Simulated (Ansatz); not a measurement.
Wanted: the native input for an Ansatz 0.2.0 run.

```yaml
Task: band structure
Functional: PBEsol
Potentials_or_basis: all-electron LAPW, scalar-relativistic
Cutoff: 273 eV (chosen from the basis error)
Basis_error_allowed: 0.001 eV/atom
k_mesh: 11 × 11 × 11
Occupations: fermi-dirac, width 0.05 eV
Spin: no spin polarisation
```

CuAu:

```
CELL_PARAMETERS angstrom
1.44306 0.83315 4.25617
-1.44306 0.83315 4.25617
0.00000 -1.66630 4.25617
ATOMIC_POSITIONS crystal
Au 0.00000 0.00000 0.00000
Cu 0.50000 0.50000 0.50000
```

The cell comes from a database or a generator and needn't be the stable form of this composition.

These files were run (other wordings do the same):

input.yaml

```yaml
crystal:
  lattice:
    - [1.4430568479, 0.8331492596, 4.2561707609]
    - [-1.4430568479, 0.8331492596, 4.2561707609]
    - [0.0, -1.6662985192, 4.2561707609]
  atoms:
    - { symbol: Au, position: [0.0, 0.0, 0.0] }
    - { symbol: Cu, position: [0.5, 0.5, 0.5] }
kpoints:
  mp_grid: { grid: [11, 11, 11] }
  band_path:
    path:
      - [0.0, 0.0, 0.0]
      - [0.5, 0.0, 0.0]
      - [0.5, 0.1922122767, -0.1922122767]
    npoints: 8
scf:
  occupations: { method: fermi_dirac, width: 0.05 }
hamiltonian:
  xc: pbesol
  pseudopotentials: { kind: all_electron, lapw: { basis_error: 0.001 } }
output:
  forces: true
  stress: true
  eigenvalues: true
```

Potentials or basis: all-electron LAPW, scalar-relativistic.

Command:

```console
$ ansatz run input.yaml --threads 1 --pin off --max-ram 3072MiB --backend cpu --events-out ev --progress --plain --runs-dir out
```

Results of the run:

| Quantity | Value |
| --- | --- |
| Pressure | -8.1 GPa |
| Band gap along the path | none (metal or under the smearing width) |

Caveat: spin-orbit coupling is left out, which moves the levels of the heavy elements.

Wall time 2.6 min on 1 thread of Intel(R) Xeon(R) Processor @ 2.50GHz (Skylake/Cascade Lake), with other jobs on the host, peak memory 0.68 GiB.
